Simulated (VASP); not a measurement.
# MgS (P6_3mc) in VASP: notebook, part 2 of 2

VASP 6.6.1. Earlier steps stand in the parts before.

## Step 3: Relaxation of cell and atoms, optB88-vdW

The input, INCAR:

```
PREC     = Accurate       # precision mode
ENCUT    = 600            # plane-wave cutoff, eV
EDIFF    = 1E-6           # SCF threshold, eV
ISMEAR   = -1             # smearing method
SIGMA    = 0.05           # smearing width, eV
LREAL    = F              # projectors in reciprocal space
LASPH    = T              # aspherical terms in the spheres
NELM     = 80             # most SCF steps
ALGO     = Normal         # electronic algorithm
ISIF     = 3              # what is computed and relaxed
LWAVE    = F              # write WAVECAR
LCHARG   = F              # write CHGCAR
GGA      = BO             # functional
LUSE_VDW = T            
AGGAC    = 0.0          
PARAM1   = 0.1833333333 
PARAM2   = 0.22         
IBRION   = 2              # ionic algorithm
NSW      = 60             # ionic steps
EDIFFG   = -0.02          # ionic threshold
```

The input, KPOINTS:

```
Automatic mesh
0
Gamma
  6 6 3
```

The input, POSCAR:

```
MgS
1.0
    4.0346224068      0.0000000000      0.0000000000
   -2.0173112034      3.4940854990      0.0000000000
    0.0000000000      0.0000000000      6.4322941800
S Mg
2 2
Direct
    0.6666666667      0.3333333333      0.8792441500
    0.3333333333      0.6666666667      0.3792441500
    0.3333333333      0.6666666667      0.9957548500
    0.6666666667      0.3333333333      0.4957548500
```

Potentials or basis: VASP PAW PBE potentials, release 64 (S, Mg).

Command:

```
$ cat potpaw_PBE.64/S/POTCAR potpaw_PBE.64/Mg/POTCAR > POTCAR
$ mpirun -np 1 vasp_std > vasp.out
```

OUTCAR:

```text
PREC = Accurate
   ENCUT = 600
   EDIFF = 1E-6
   ISMEAR = -1
   LREAL = F
   LASPH = T
   NELM = 80
   ISIF = 3
   GGA = BO
   IBRION = 2
   NSW = 60
   EDIFFG = -0.02

 ion  position               nearest neighbor table
   1  0.667  0.333  0.879-   3 2.45   3 2.45   3 2.45   4 2.47
   2  0.333  0.667  0.379-   4 2.45   4 2.45   4 2.45   3 2.47
   3  0.333  0.667  0.996-   1 2.45   1 2.45   1 2.45   2 2.47
   4  0.667  0.333  0.496-   2 2.45   2 2.45   2 2.45   1 2.47

  LATTYP: Found a hexagonal cell.
 ALAT       =     4.0346224068
 C/A-ratio  =     1.5942741430

  Lattice vectors:

 A1 = (   4.0346224068,   0.0000000000,   0.0000000000)
 A2 = (  -2.0173112034,   3.4940854990,   0.0000000000)
 A3 = (   0.0000000000,   0.0000000000,   6.4322941800)

Analysis of symmetry for initial positions (statically):
=====================================================================
 Subroutine PRICEL returns:
 Original cell was already a primitive cell.

 Routine SETGRP: Setting up the symmetry group for a
 hexagonal supercell.

 Subroutine GETGRP returns: Found 12 space group operations
[... 151 lines left out ...]

--------------------------------------- Ionic step        1  -------------------------------------------

 number of electron      15.9999998 magnetization

 Free energy of the ion-electron system (eV)
  ---------------------------------------------------
  ext. energy  EPLUGINS =         0.00000000
  ---------------------------------------------------
  free energy    TOTEN  =       -11.31502958 eV

  energy without entropy =      -11.31502958  energy(sigma->0) =      -11.31502958

------------------------ aborting loop because EDIFF is reached ----------------------------------------

  FORCE on cell =-STRESS in cart. coord.  units (eV):
  Direction    XX          YY          ZZ          XY          YZ          ZX
  --------------------------------------------------------------------------------------
  -------------------------------------------------------------------------------------
  Total        0.1258178      0.1258178      0.0757246      0.0000000     -0.0000000      0.0000000
  in kB        2.2230560      2.2230560      1.3379674      0.0000000     -0.0000000      0.0000000
  external PRESSURE =       1.9280264 kB  Pullay stress =       0.0000000 kB
[... 107 lines left out ...]
--------------------------------------- Ionic step        4  -------------------------------------------

 number of electron      15.9999998 magnetization

 Free energy of the ion-electron system (eV)
  ---------------------------------------------------
  ext. energy  EPLUGINS =         0.00000000
  ---------------------------------------------------
  free energy    TOTEN  =       -11.31587927 eV

  energy without entropy =      -11.31587927  energy(sigma->0) =      -11.31587927

 E-fermi :   2.0481     XC(G=0):  -8.4600

 val. band max:        1.0415620858   @ k =   0.0000   0.0000   0.0000
 cond. band min:       4.4710574134   @ k =   0.0000   0.0000   0.0000
 fundamental gap:      3.4294953277
 Fermi energy:         2.0481018599

 k-point     1 :       0.0000    0.0000    0.0000
  band No.  band energies     occupation
      1     -10.3251      2.00000
      2      -9.6075      2.00000
      3      -2.1390      2.00000
      4       0.4922      2.00000
      5       0.4922      2.00000
      6       0.9046      2.00000
      7       0.9046      2.00000
      8       1.0416      2.00000
      9       4.4711      0.00000
     10       5.7406      0.00000
     11       8.5339      0.00000
     12       8.5339      0.00000
[... 228 lines left out ...]
  energy  without entropy=      -11.3158792652  energy(sigma->0) =      -11.31587927

Total vdW correction in eV:      4.0877185

 reached required accuracy - stopping structural energy minimisation
```

CONTCAR:

```text
MgS
   1.00000000000000
     4.0390361394611389    0.0000000000000000    0.0000000000000000
    -2.0195180697305695    3.4979079036101690    0.0000000000000000
     0.0000000000000000   -0.0000000000000000    6.4443547893660584
  S               Mg
     2     2
Direct
     0.6666666667000030    0.3333333332999970    0.8784687854369250
     0.3333333332999970    0.6666666667000030    0.3784687854369251
     0.3333333332999970    0.6666666667000030    0.9965302145630704
     0.6666666667000030    0.3333333332999970    0.4965302145630703

  0.00000000E+00  0.00000000E+00  0.00000000E+00
  0.00000000E+00  0.00000000E+00  0.00000000E+00
  0.00000000E+00  0.00000000E+00  0.00000000E+00
  0.00000000E+00  0.00000000E+00  0.00000000E+00
```

Wall time 3.4 min (1 thread of Intel Xeon Platinum 8488C (Sapphire Rapids), shared host); peak memory 0.53 GiB.

Results:

```
Free energy                            : -11.3159 eV
Relaxed volume                         : 22.76 Å³/atom
Relaxed cell                           : a = 4.039 Å, b = 4.039 Å, c = 6.444 Å, α = 90.00°, β = 90.00°, γ = 120.00°
Space group after relaxing (to 0.05 Å) : P6_3mc (No. 186)
Energy gained by relaxing              : 0.2 meV/atom
Ionic steps                            : 4
Pressure after relaxing                : 0.0 GPa
Largest force after relaxing           : 0.012 eV/Å
Band gap on the k mesh                 : 3.43 eV, direct
```

Forces on the atoms (eV/Å):
```
S    0.000  0.000 -0.012
S    0.000  0.000 -0.012
Mg   0.000  0.000  0.012
Mg   0.000  0.000  0.012
```

Step by step:
```
step  energy change (eV)  largest force (eV/Å)  pressure (GPa)  volume (Å³)
   1              0.0000                0.0561            0.19        90.68
   2             -0.0006                0.0253           -0.05        91.04
   3             -0.0006                0.0207           -0.08        91.09
   4             -0.0008                0.0124           -0.05        91.05
```

Final structure:
```cif
data_structure
_symmetry_space_group_name_H-M 'P 1'
_symmetry_Int_Tables_number 1
_cell_length_a 4.0390
_cell_length_b 4.0390
_cell_length_c 6.4444
_cell_angle_alpha 90.000
_cell_angle_beta 90.000
_cell_angle_gamma 120.000
_cell_volume 91.05
loop_
_atom_site_label
_atom_site_type_symbol
_atom_site_fract_x
_atom_site_fract_y
_atom_site_fract_z
_atom_site_occupancy
S1 S 0.66667 0.33333 0.87847 1
S2 S 0.33333 0.66667 0.37847 1
Mg1 Mg 0.33333 0.66667 0.99653 1
Mg2 Mg 0.66667 0.33333 0.49653 1
```

Levels at points of the mesh, in eV from the valence-band top:
```tsv
k point	band 6	band 7	band 8	band 9	band 10	band 11
(0.00, 0.00, 0.00)	-0.14	-0.14	0.00	3.43	4.70	7.49
(0.50, 0.00, 0.00)	-1.21	-0.91	-0.45	4.75	5.23	5.80
```

Caveat: the PAW data sets were made with another functional, which shifts forces and pressure a little.

## Step 4: Relaxation of cell and atoms, vdW-DF-cx

INCAR, as its differences from that of step 3:

```diff
@@ -12,7 +12,5 @@
 LCHARG   = F              # write CHGCAR
-GGA      = BO             # functional
+GGA      = CX             # functional
 LUSE_VDW = T            
 AGGAC    = 0.0          
-PARAM1   = 0.1833333333 
-PARAM2   = 0.22         
 IBRION   = 2              # ionic algorithm
```

KPOINTS is that of step 3.

POSCAR is that of step 3.

Potentials or basis: VASP PAW PBE potentials, release 64 (S, Mg).

Command:

```
$ cat potpaw_PBE.64/S/POTCAR potpaw_PBE.64/Mg/POTCAR > POTCAR
$ mpirun -np 1 vasp_std > vasp.out
```

OUTCAR:

```text
PREC = Accurate
   ENCUT = 600
   EDIFF = 1E-6
   ISMEAR = -1
   LREAL = F
   LASPH = T
   NELM = 80
   ISIF = 3
   GGA = CX
   IBRION = 2
   NSW = 60
   EDIFFG = -0.02

 ion  position               nearest neighbor table
   1  0.667  0.333  0.879-   3 2.45   3 2.45   3 2.45   4 2.47
   2  0.333  0.667  0.379-   4 2.45   4 2.45   4 2.45   3 2.47
   3  0.333  0.667  0.996-   1 2.45   1 2.45   1 2.45   2 2.47
   4  0.667  0.333  0.496-   2 2.45   2 2.45   2 2.45   1 2.47

  LATTYP: Found a hexagonal cell.
 ALAT       =     4.0346224068
 C/A-ratio  =     1.5942741430

  Lattice vectors:

 A1 = (   4.0346224068,   0.0000000000,   0.0000000000)
 A2 = (  -2.0173112034,   3.4940854990,   0.0000000000)
 A3 = (   0.0000000000,   0.0000000000,   6.4322941800)

Analysis of symmetry for initial positions (statically):
=====================================================================
 Subroutine PRICEL returns:
 Original cell was already a primitive cell.

 Routine SETGRP: Setting up the symmetry group for a
 hexagonal supercell.

 Subroutine GETGRP returns: Found 12 space group operations
 (whereof  6 operations were pure point group operations)
 out of a pool of 24 trial point group operations.

The static configuration has the point symmetry C_3v.
 The point group associated with its full space group is C_6v.

Analysis of symmetry for dynamics (positions and initial velocities):
=====================================================================
 Subroutine PRICEL returns:
 Original cell was already a primitive cell.

 Routine SETGRP: Setting up the symmetry group for a
 hexagonal supercell.

 Subroutine GETGRP returns: Found 12 space group operations
 (whereof  6 operations were pure point group operations)
 out of a pool of 24 trial point group operations.

The dynamic configuration has the point symmetry C_3v.
 The point group associated with its full space group is C_6v.
[... 178 lines left out ...]

Total vdW correction in eV:      4.0597465

--------------------------------------- Ionic step        2  -------------------------------------------

 number of electron      15.9999998 magnetization

 Free energy of the ion-electron system (eV)
  ---------------------------------------------------
  ext. energy  EPLUGINS =         0.00000000
  ---------------------------------------------------
  free energy    TOTEN  =       -11.52276043 eV

  energy without entropy =      -11.52276043  energy(sigma->0) =      -11.52276043

 E-fermi :   2.1503     XC(G=0):  -8.4330

 val. band max:        1.1612210881   @ k =   0.0000   0.0000   0.0000
 cond. band min:       4.5733455301   @ k =   0.0000   0.0000   0.0000
 fundamental gap:      3.4121244420
 Fermi energy:         2.1503228538

 k-point     1 :       0.0000    0.0000    0.0000
  band No.  band energies     occupation
      1     -10.2087      2.00000
      2      -9.4747      2.00000
      3      -2.0580      2.00000
      4       0.5821      2.00000
      5       0.5821      2.00000
      6       1.0033      2.00000
      7       1.0033      2.00000
      8       1.1612      2.00000
      9       4.5733      0.00000
     10       5.8508      0.00000
     11       8.6120      0.00000
     12       8.6120      0.00000
[... 181 lines left out ...]
 k-point    14 :       0.3333    0.3333    0.3333
  band No.  band energies     occupation
      1      -9.3614      2.00000
      2      -9.3614      2.00000
      3      -1.5284      2.00000
      4      -1.5284      2.00000
      5      -1.1020      2.00000
      6      -0.5493      2.00000
      7       0.4633      2.00000
      8       0.4633      2.00000
      9       6.7725      0.00000
     10       7.2312      0.00000
     11       7.2312      0.00000
     12       7.9462      0.00000

------------------------ aborting loop because EDIFF is reached ----------------------------------------

  FORCE on cell =-STRESS in cart. coord.  units (eV):
  Direction    XX          YY          ZZ          XY          YZ          ZX
  --------------------------------------------------------------------------------------
  -------------------------------------------------------------------------------------
  Total       -0.0327158     -0.0327158      0.0162284      0.0000000     -0.0000000      0.0000000
  in kB       -0.5762538     -0.5762538      0.2858457      0.0000000     -0.0000000      0.0000000
  external PRESSURE =      -0.2888873 kB  Pullay stress =       0.0000000 kB

 VOLUME and BASIS-vectors are now :
 -----------------------------------------------------------------------------
  energy-cutoff  :      600.00
  volume of cell :       90.96
      direct lattice vectors                 reciprocal lattice vectors
     4.041622815  0.000000000  0.000000000     0.247425365  0.142851101 -0.000000000
    -2.020811407  3.500148030  0.000000000     0.000000000  0.285702202 -0.000000000
     0.000000000  0.000000000  6.430009385     0.000000000  0.000000000  0.155520768

 POSITION                                       TOTAL-FORCE (eV/Angst)
 -----------------------------------------------------------------------------------
      2.02081      1.16672      5.65139        -0.000000     -0.000000     -0.007946
     -0.00000      2.33343      2.43639        -0.000000     -0.000000     -0.007946
     -0.00000      2.33343      6.40487         0.000000      0.000000      0.007946
      2.02081      1.16672      3.18986         0.000000      0.000000      0.007946
 -----------------------------------------------------------------------------------
    total drift:                                0.000000     -0.000000     -0.000030

  FREE ENERGIE OF THE ION-ELECTRON SYSTEM (eV)
  ---------------------------------------------------
  free  energy   TOTEN  =       -11.5227604270 eV

  energy  without entropy=      -11.5227604269  energy(sigma->0) =      -11.52276043

Total vdW correction in eV:      4.0642620

 reached required accuracy - stopping structural energy minimisation
```

CONTCAR:

```text
MgS
   1.00000000000000
     4.0416228148772824    0.0000000000000000    0.0000000000000000
    -2.0208114074386412    3.5001480302319581    0.0000000000000000
     0.0000000000000000    0.0000000000000000    6.4300093853702620
  S               Mg
     2     2
Direct
     0.6666666667000030    0.3333333332999970    0.8789092632515978
     0.3333333332999970    0.6666666667000030    0.3789092632515977
     0.3333333332999970    0.6666666667000030    0.9960897367483976
     0.6666666667000030    0.3333333332999970    0.4960897367483977

  0.00000000E+00  0.00000000E+00  0.00000000E+00
  0.00000000E+00  0.00000000E+00  0.00000000E+00
  0.00000000E+00  0.00000000E+00  0.00000000E+00
  0.00000000E+00  0.00000000E+00  0.00000000E+00
```

It took 1.9 min on 1 thread of Intel Xeon Platinum 8488C (Sapphire Rapids), shared host; peak memory 0.53 GiB.

Results:

```yaml
Free_energy: -11.5228 eV
Relaxed_volume: 22.74 Å³/atom
Relaxed_cell: a = 4.042 Å, b = 4.042 Å, c = 6.430 Å, α = 90.00°, β = 90.00°, γ = 120.00°
Space_group_after_relaxing_to_0.05_Å: P6_3mc (No. 186)
Energy_gained_by_relaxing: 0.1 meV/atom
Ionic_steps: 2
Pressure_after_relaxing: 0.0 GPa
Largest_force_after_relaxing: 0.008 eV/Å
Band_gap_on_the_k_mesh: 3.41 eV, direct
```

Forces on the atoms (eV/Å):
```
S    0.000  0.000 -0.008
S    0.000  0.000 -0.008
Mg   0.000  0.000  0.008
Mg   0.000  0.000  0.008
```

Step by step:
```tsv
step	energy change (eV)	largest force (eV/Å)	pressure (GPa)	volume (Å³)
1	0.0000	0.0447	0.15	90.68
2	-0.0004	0.0079	-0.03	90.96
```

Final structure:
```
S Mg
1.0
     4.04162    0.00000    0.00000
    -2.02081    3.50015    0.00000
     0.00000    0.00000    6.43001
S Mg
2 2
Direct
  0.66667 0.33333 0.87891
  0.33333 0.66667 0.37891
  0.33333 0.66667 0.99609
  0.66667 0.33333 0.49609
```

Levels at points of the mesh, in eV from the valence-band top:
```tsv
k point	band 6	band 7	band 8	band 9	band 10	band 11
(0.00, 0.00, 0.00)	-0.16	-0.16	0.00	3.41	4.69	7.45
(0.50, 0.00, 0.00)	-1.25	-0.94	-0.47	4.70	5.15	5.79
```

Caveat: the PAW data sets were made with another functional, which shifts forces and pressure a little.

## Step 5: Relaxation of cell and atoms, rev-vdW-DF2

INCAR, as its differences from that of step 4:

```diff
@@ -12,5 +12,8 @@
 LCHARG   = F              # write CHGCAR
-GGA      = CX             # functional
+GGA      = MK             # functional
 LUSE_VDW = T            
 AGGAC    = 0.0          
+PARAM1   = 0.1234       
+PARAM2   = 0.711357     
+ZAB_VDW  = -1.8867      
 IBRION   = 2              # ionic algorithm
```

KPOINTS is that of step 4.

POSCAR is that of step 4.

Command:

```
$ cat potpaw_PBE.64/S/POTCAR potpaw_PBE.64/Mg/POTCAR > POTCAR
$ mpirun -np 1 vasp_std > vasp.out
```

It took 2.4 min on 1 thread of Intel Xeon Platinum 8488C (Sapphire Rapids), shared host; peak memory 0.52 GiB.

Results (log left out):

- Free energy: -12.1076 eV
- Relaxed volume: 22.74 Å³/atom
- Relaxed cell: a = 4.041 Å, b = 4.041 Å, c = 6.434 Å, α = 90.00°, β = 90.00°, γ = 120.00°
- Space group after relaxing (to 0.05 Å): P6_3mc (No. 186)
- Energy gained by relaxing: 0.1 meV/atom
- Ionic steps: 3
- Pressure after relaxing: -0.1 GPa
- Largest force after relaxing: 0.016 eV/Å
- Band gap on the k mesh: 3.35 eV, direct

Forces on the atoms (eV/Å):
```
S    0.000  0.000 -0.016
S    0.000  0.000 -0.016
Mg   0.000  0.000  0.016
Mg   0.000  0.000  0.016
```

Stress tensor (GPa, compression positive):
```
-0.13  0.00  0.00
 0.00 -0.13  0.00
 0.00  0.00  0.07
```

The path:
```
step  energy change (eV)  largest force (eV/Å)  pressure (GPa)  volume (Å³)
   1              0.0000                0.0532            0.14        90.68
   2             -0.0004                0.0205           -0.04        90.94
   3             -0.0004                0.0164           -0.06        90.97
```

Final structure:
```yaml
crystal:
  lattice:
    - [4.04058, 0.00000, 0.00000]
    - [-2.02029, 3.49924, 0.00000]
    - [0.00000, 0.00000, 6.43431]
  atoms:
    - { symbol: S, position: [0.66667, 0.33333, 0.87879] }
    - { symbol: S, position: [0.33333, 0.66667, 0.37879] }
    - { symbol: Mg, position: [0.33333, 0.66667, 0.99621] }
    - { symbol: Mg, position: [0.66667, 0.33333, 0.49621] }
```

Levels at points of the mesh, in eV from the valence-band top:
| k point | band 4 | band 5 | band 6 | band 7 | band 8 | band 9 | band 10 | band 11 | band 12 |
| --- | --- | --- | --- | --- | --- | --- | --- | --- | --- |
| (0.00, 0.00, 0.00) | -0.57 | -0.57 | -0.15 | -0.15 | 0.00 | 3.35 | 4.62 | 7.43 | 7.43 |
| (0.50, 0.00, 0.00) | -2.44 | -1.88 | -1.24 | -0.93 | -0.46 | 4.66 | 5.15 | 5.74 | 7.45 |

Caveat: the PAW data sets were made with another functional, which shifts forces and pressure a little.

## Step 6: Summary

| level | gap on the mesh (eV) | pressure (GPa) | relaxed volume (Å³/atom) | largest force (eV/Å) |
| --- | --- | --- | --- | --- |
| SCAN | 4.16 | 0.0 | 22.46 | 0.01 |
| optB88-vdW | 3.43 | 0.0 | 22.76 | 0.01 |
| vdW-DF-cx | 3.41 | 0.0 | 22.74 | 0.01 |
| rev-vdW-DF2 | 3.35 | -0.1 | 22.74 | 0.02 |

Alike in all rows: task relaxation of cell and atoms; potentials or basis VASP PAW PBE potentials, release 64 (S, Mg); no spin polarisation; cell relaxed; k mesh 6 × 6 × 3; cutoff (eV) 600; smearing fermi-dirac 0.05 eV.

Caveats: the PAW data sets were made with another functional, which shifts forces and pressure a little.

Total energies depend on the potentials used, so only differences within one code and one set of settings carry meaning.
